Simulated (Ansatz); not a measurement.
Relaxed LiI (rock salt):

```
LiI
1.0
    0.00000     6.01819     6.01819
    3.00909     3.00909     6.01819
    3.00909     3.00909     0.00000
I Li
2 2
Direct
  0.00000   0.00000   0.00000
  0.50000   0.00000   0.00000
  0.00000   0.50000   0.50000
  0.50000   0.50000   0.50000
```

A phonon eigenvector at X = (0.5, 0.5, 0.0) is frozen into this cell: atom i moves by Q times the vector below, so Q is the largest atomic displacement, in Å. The cell is held. It is one choice among 2 degenerate patterns. (q is in reciprocal vectors of the primitive cell; the cell shown is doubled to hold the pattern.)

```json
[
 {"atom": "I1", "x": "0.000", "y": "-0.057", "z": "0.000"},
 {"atom": "I2", "x": "0.000", "y": "0.057", "z": "0.000"},
 {"atom": "Li3", "x": "0.000", "y": "-1.000", "z": "0.000"},
 {"atom": "Li4", "x": "0.000", "y": "1.000", "z": "0.000"}
]
```

All values below come from r2SCAN (plane waves to 500 eV, PAW, scalar-relativistic; Ansatz, an electronic-structure program). k mesh 10×10×10 (Γ-centred), Fermi-Dirac smearing 0.05 eV. Energies are smeared free energies. LiI was relaxed with its symmetry unable to fall. Spin-orbit coupling is left out, though I is heavy. The zero of ΔE is the undisplaced structure.

```tsv
Q (Å)	ΔE (meV/cell)
-0.180	17.6
-0.150	withheld
-0.120	7.2
-0.090	3.9
-0.060	1.7
-0.030	0.4
0.000	0.0
0.030	0.4
0.060	1.7
0.090	3.9
0.120	7.2
0.150	withheld
0.180	17.6
```

Task: Fit an even polynomial form (powers 2, 4) to the given rows and predict ΔE at Q = 0.150.

Result: Least squares on the 11 given rows: ΔE = (463.6)·Q² + (2460)·Q⁴, in meV/cell with Q in Å; root-mean-square residual 0.01 meV/cell. At 0.150 the fit gives 11.7 meV/cell; the calculation gives 11.7 meV/cell, the same to the digits shown. The quadratic term alone would give 10.4 meV/cell.

(A displaced cell: forces are minus the slopes of the energy, force constants its curvatures, and phonons follow from these.)
